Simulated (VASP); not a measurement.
KF (Carobbiite), 2 atoms in the cell. Symmetry: Fm-3m, No. 225, cubic system. Conventional cell: a = 5.344 Å, b = 5.344 Å, c = 5.344 Å, α = 90.00°, β = 90.00°, γ = 90.00°. K (site symmetry m-3m) has 6 F at 2.67 Å as nearest neighbours. F (site symmetry m-3m) has 6 K at 2.67 Å as nearest neighbours. 

| Quantity | Value |
| --- | --- |
| Program | VASP 6.6.1 |
| Task | relaxation of cell and atoms |
| Functional | PBEsol |
| Potentials or basis | VASP PAW PBE potentials, release 64 (K_sv, F) |
| Cutoff | 600 eV |
| k mesh | 10 × 10 × 10 |
| Occupations | gaussian, width 0.03 eV |
| Spin | no spin polarisation |
| Further INCAR settings | ALGO = Normal; EDIFF = 1e-06; IBRION = 2; EDIFFG = -0.01; NSW = 90; ISIF = 3 |

Potentials or basis: VASP PAW PBE potentials, release 64 (K_sv, F).

Launch:

```sh
$ cat potpaw_PBE.64/K_sv/POTCAR potpaw_PBE.64/F/POTCAR > POTCAR
$ mpirun -np 4 vasp_std > vasp.out
```

Hardware: 4 MPI ranks on Intel(R) Xeon(R) 6975P-C (Granite Rapids) (shared host).

Estimate the wall time of this run.

It took 20 s on 4 MPI ranks on Intel(R) Xeon(R) 6975P-C (Granite Rapids) (shared host), peak memory 0.18 GiB a rank. Counts: scf iterations 28, k points 47, ion steps 3.
